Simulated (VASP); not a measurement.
PbSe: relaxation of cell and atoms with PBEsol

The system is PbSe.

```
CELL_PARAMETERS angstrom
0.00000 3.05199 3.05199
3.05199 0.00000 3.05199
3.05199 3.05199 0.00000
ATOMIC_POSITIONS crystal
Se 0.50000 0.50000 0.50000
Pb 0.00000 0.00000 0.00000
```

The cell was built by a generator and needn't be a form met in nature.

* Program: VASP 6.6.1
* Task: relaxation of cell and atoms
* Functional: PBEsol
* Potentials or basis: VASP PAW PBE potentials, release 64 (Se, Pb_d)
* Cutoff: 600 eV
* k mesh: 8 × 8 × 8
* Occupations: gaussian, width 0.03 eV
* Spin: no spin polarisation
* Further INCAR settings: ALGO = Normal; EDIFF = 1e-07; IBRION = 2; EDIFFG = -0.005; NSW = 90; ISIF = 3

The pressure after relaxing is 0.0 GPa. The band gap on the k mesh is 0.17 eV, direct.

Final structure:
```cif
data_structure
_symmetry_space_group_name_H-M 'P 1'
_symmetry_Int_Tables_number 1
_cell_length_a 4.3162
_cell_length_b 4.3162
_cell_length_c 4.3162
_cell_angle_alpha 60.000
_cell_angle_beta 60.000
_cell_angle_gamma 60.000
_cell_volume 56.86
loop_
_atom_site_label
_atom_site_type_symbol
_atom_site_fract_x
_atom_site_fract_y
_atom_site_fract_z
_atom_site_occupancy
Se1 Se 0.50000 0.50000 0.50000 1
Pb1 Pb 0.00000 0.00000 0.00000 1
```

Levels at points of the mesh, in eV from the valence-band top:
```tsv
k point	band 6	band 7	band 8	band 9	band 10	band 11	band 12	band 13	band 14
(0.00, 0.00, 0.00)	-13.69	-6.32	-1.92	-1.92	-1.92	4.69	4.69	4.69	6.42
(0.50, 0.00, 0.00)	-12.59	-8.89	-1.50	-1.50	0.00	0.17	1.63	1.63	8.42
(0.50, 0.50, 0.00)	-12.20	-7.43	-5.10	-3.31	-3.31	3.54	5.61	5.61	6.04
```

Wall time 23 s on 2 MPI ranks on Intel(R) Xeon(R) Platinum 8488C (Sapphire Rapids), on a shared host, peak memory 0.2 GiB a rank.

Caveat: the relaxation stopped at its first step, so nothing moved; the PAW data sets were made with another functional, which shifts forces and pressure a little; spin-orbit coupling is left out, which as a rule narrows the gap of such compounds by several tenths of an eV. A k mesh can miss the band edges.
